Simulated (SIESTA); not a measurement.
ZrC:

```
Zr C
1.0
     0.00000    2.36500    2.36500
     2.36500    0.00000    2.36500
     2.36500    2.36500    0.00000
Zr C
1 1
Cartesian
  2.3650 2.3650 2.3650
  0.0000 0.0000 0.0000
```

Program: SIESTA 5.4.2. Alike in all runs: no spin polarisation; cell as given; smearing fermi-dirac 0.05 eV. Hardware: 1 thread of Arm Neoverse V2, on a shared host.

**Question.** Order these runs on this cell by their wall time, lowest first.
A. task band structure; level PBE; potentials or basis PseudoDojo 0.4 standard (PBE files), TZP (energy shift 0.01 Ry); k mesh 10 × 10 × 10; grid cutoff 800 Ry; energy shift 0.01 Ry
B. task Born charges; level BLYP; potentials or basis SPMS 1.0 NC or PseudoDojo by element (PBE files), DZP (energy shift 0.002 Ry); k mesh 8 × 8 × 8; displacement 0.04 bohr; polarization grid 18 × 5 × 5; grid cutoff 1200 Ry; energy shift 0.002 Ry
C. task band structure; level PBE; potentials or basis PseudoDojo 0.4 standard (PBE files), TZDP (energy shift 0.002 Ry); k mesh 10 × 10 × 10; grid cutoff 800 Ry; energy shift 0.002 Ry

**Answer.** A (44 s), C (160 s), B (1000 s).

Not every run made on this cell is shown here.
